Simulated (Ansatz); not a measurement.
## PbF2, response to strain

Consider PbF$_{2}$ in the fluorite structure (space group Fm-3m, No. 225; a = 5.8987 Å). Axes: x, y, z lie along the cube axes.

Strains are applied to the cell and any free atomic positions relax; under biaxial strain the out-of-plane vector relaxes too.

All numbers come from PBEsol/PAW in Ansatz (a quantum-chemistry and plane-wave program), no spin-orbit coupling.

Notes on the quantities. energy relative to the base: free energy F.

| biaxial strain, plane normal [001], relaxed out of plane (%) | energy relative to the base (meV/atom) |
|---|---|
| -3 | 10.7 |
| -2.5 | ? |
| -2 | 4.7 |
| -1.5 | 2.6 |
| -1 | 1.2 |
| -0.5 | 0.3 |
| 0 | 0.0 |

Problem. Fit ΔE = Aε² + Bε³ (ε in %) to the rows shown and predict the withheld row.

Solution. Least squares on the printed values gives A = 1.15 and B = -0.014 meV/atom (largest residual 0.0 meV/atom); this predicts 7.4 meV/atom, and the run gives 7.4 meV/atom, in agreement.

Whether these cells are dynamically stable was not tested.
